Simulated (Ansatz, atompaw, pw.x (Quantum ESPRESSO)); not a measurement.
tellurium: does the PAW (atompaw) potential hold in the solid?

atompaw 4.2.0.5 input, output lines left out:

```
Te 52
GGA-PBE scalarrelativistic loggrid 1500 logderivrange -5 5 251
5 5 4 0 0 0
5 1 4
0 0 0
c
c
c
c
v
c
c
c
v
c
v
3
2.70 2.05 2.55 2.45
y
-0.2
n
y
3.25
n
y
0.85
n
y
0.15
y
2.55
n
bloechl besselshape
4 1 troulliermartins
```

Atomic tests: cutoffs needed: 35 Ry and 40 Ry (the cutoffs (Ry, on a coarse ladder) from which the occupation-weighted sum of valence levels, in a spherical-Bessel basis at the reference potential, stays within 10 and 1 mRy of its value at 400 Ry); ghost test: no extra level below or beside the all-electron valence levels (s, p, d, f tested) (spherical-Bessel basis up to 400 Ry, 20 bohr box); lowest eigenvalue of the overlap operator: 0.40 (s channel).

Crystal test: sc Te in pw.x 7.5, no spin, 10³ k-points, Fermi–Dirac smearing 0.01 Ry, cutoffs 50/500 Ry. The lattice is a test structure that the element need not adopt, and mesh and smearing are coarse.

pw.x input:

```
&control
  calculation='scf', prefix='x', pseudo_dir='./', outdir='./tmp', tstress=.true., disk_io='low'
/
&system
  ibrav=0, nat=1, ntyp=1, ecutwfc=50, ecutrho=500, nbnd=16,
  occupations='smearing', smearing='fd', degauss=0.01
/
&electrons
  conv_thr=1e-09, mixing_beta=0.4, electron_maxstep=70
/
ATOMIC_SPECIES
Te 1.0 Te.UPF
CELL_PARAMETERS angstrom
  3.20519988 0.00000000 0.00000000
  0.00000000 3.20519988 0.00000000
  0.00000000 0.00000000 3.20519988
ATOMIC_POSITIONS crystal
Te 0.0000 0.0000 0.0000
K_POINTS automatic
10 10 10 0 0 0
```

```bash
pw.x < Te.scf.in > Te.scf.out
```

Task: How does the run end?

Result: It converges; the pressure is 0.02 GPa against -0.11 GPa from all-electron LAPW.  The log shows:

```
Message from routine setup:
     using ibrav=0 with symmetry is DISCOURAGED, use correct ibrav instead
     lattice parameter (alat)  =       6.0569  a.u.
     unit-cell volume          =     222.2092 (a.u.)^3
     number of electrons       =        16.00
     number of Kohn-Sham states=           16
     kinetic-energy cutoff     =      50.0000  Ry
     charge density cutoff     =     500.0000  Ry
     scf convergence threshold =      1.0E-09
     Exchange-correlation= SLA PW PBX PBC
     number of k points=    56  Fermi-Dirac smearing, width (Ry)=  0.0100
     iteration #  1     ecut=    50.00 Ry     beta= 0.40
     total energy              =    -512.20836185 Ry
     estimated scf accuracy    <       0.00140074 Ry
     iteration #  2     ecut=    50.00 Ry     beta= 0.40
     total energy              =    -512.20865301 Ry
     estimated scf accuracy    <       0.00054328 Ry
     iteration #  3     ecut=    50.00 Ry     beta= 0.40
     total energy              =    -512.20867807 Ry
     estimated scf accuracy    <       0.00000470 Ry
     iteration #  4     ecut=    50.00 Ry     beta= 0.40
     total energy              =    -512.20868048 Ry
     estimated scf accuracy    <       0.00000037 Ry
     iteration #  5     ecut=    50.00 Ry     beta= 0.40
     total energy              =    -512.20868059 Ry
     estimated scf accuracy    <       0.00000004 Ry
     iteration #  6     ecut=    50.00 Ry     beta= 0.40
     total energy              =    -512.20868060 Ry
     estimated scf accuracy    <          1.8E-09 Ry
     iteration #  7     ecut=    50.00 Ry     beta= 0.40
     the Fermi energy is     9.9000 ev
!    total energy              =    -512.20868060 Ry
     estimated scf accuracy    <          4.0E-10 Ry
     smearing contrib. (-TS)   =      -0.00260071 Ry
     convergence has been achieved in   7 iterations
          total   stress  (Ry/bohr**3)                   (kbar)     P=        0.18
```
